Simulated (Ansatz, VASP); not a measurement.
**Ga3Se: VASP beside Ansatz**

```
Se Ga
1.0
     4.40272    0.00000    0.00000
     0.00000    4.40272    0.00000
     0.00000    0.00000    4.40272
Se Ga
1 3
Direct
  0.00000 0.00000 0.00000
  0.50000 0.50000 0.00000
  0.50000 0.00000 0.50000
  0.00000 0.50000 0.50000
```

The cell comes from a database or a generator and needn't be the stable form of this composition.

Alike in both runs: task single point; functional PBE; k mesh 6 × 6 × 6; occupations fermi-dirac, width 0.05 eV; no spin polarisation.

|  | VASP | Ansatz |
| --- | --- | --- |
| version | VASP 6.6.1 | Ansatz 0.2.0 |
| potentials or method | VASP PAW PBE potentials, release 64 (Se, Ga_d) | Ansatz PAW |
| plane-wave cutoff (eV) | 520 | 420 |
| valence electrons in the cell | 45 | 55 |

Ansatz gave:

- gap on the k mesh at the Fermi level (eV): none
- pressure (GPa): 0.2

**Question.** Which values does VASP return?

**Answer.** gap on the k mesh at the Fermi level (eV): none; pressure (GPa): 0.4.

A gap of «none» marks a metal or a gap that the smearing closes. The two sets of potentials don't hold the same shells in valence.
